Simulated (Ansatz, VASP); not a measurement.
## Two plane-wave programs on ScAl2

INCAR

```
SYSTEM = ScAl2
  ALGO = Normal
  EDIFF = 1E-6
  ENCUT = 520
  GGA = CA
  ISIF = 2
  ISMEAR = 1
  LASPH = .True.
  LCHARG = .True.
  LELF = .True.
  LREAL = .False.
  LVHAR = .True.
  LWAVE = .False.
  NBANDS = 26
  NELM = 60
  PREC = Accurate
  SIGMA = 0.1
```

The input KPOINTS:

```
k-points
0
Gamma
  5 5 5
  0 0 0
```

The input POSCAR:

```
ScAl2
1.0
    0.0000000000      3.6741030971      3.6741030971
    3.6741030971      0.0000000000      3.6741030971
    3.6741030971      3.6741030971      0.0000000000
Sc Al
2 4
Direct
    0.5000000000      0.5000000000      0.5000000000
    0.7500000000      0.7500000000      0.7500000000
    0.1250000000      0.1250000000      0.1250000000
    0.6250000000      0.1250000000      0.1250000000
    0.1250000000      0.6250000000      0.1250000000
    0.1250000000      0.1250000000      0.6250000000
```

Input for Ansatz:

```yaml
crystal:
  lattice:
    - [0.0, 3.67410309713214, 3.67410309713214]
    - [3.67410309713214, 0.0, 3.67410309713214]
    - [3.67410309713214, 3.67410309713214, 0.0]
  atoms:
    - { symbol: Sc, position: [0.5, 0.5, 0.5] }
    - { symbol: Sc, position: [0.75, 0.75, 0.75] }
    - { symbol: Al, position: [0.125, 0.125, 0.125] }
    - { symbol: Al, position: [0.625, 0.125, 0.125] }
    - { symbol: Al, position: [0.125, 0.625, 0.125] }
    - { symbol: Al, position: [0.125, 0.125, 0.625] }
basis:
  ecutwfc: 653.073269903712
  xc_grid: 2
kpoints:
  mp_grid:
    grid: [5, 5, 5]
hamiltonian:
  xc: lda
scf:
  n_extra_bands: 12
  convergence:
    dr2_threshold: 1.0e-07
  occupations:
    method: methfessel_paxton
output:
  stress: true
```

The cell comes from a database or a generator and needn't be the stable form of this composition.

Alike in both runs: task single point; functional LDA; k mesh 5 × 5 × 5; no spin polarisation.

|  | VASP | Ansatz |
| --- | --- | --- |
| version | VASP 6.6.1 | Ansatz 0.2.0 |
| potentials or method | VASP PAW LDA potentials, release 64 (Sc_sv, Al) | plane waves, PAW |
| plane-wave cutoff (eV) | 520 | 653 |
| occupations | methfessel-paxton of order 1, width 0.1 eV | methfessel-paxton of order 1 |
| valence electrons in the cell | 34 | 34 |

VASP gave:

- pressure (GPa): 4.6

Question: Which values does Ansatz return?

Answer: Pressure (GPa): 4.4.

Ansatz warned: «stress_scf_threshold_loose».
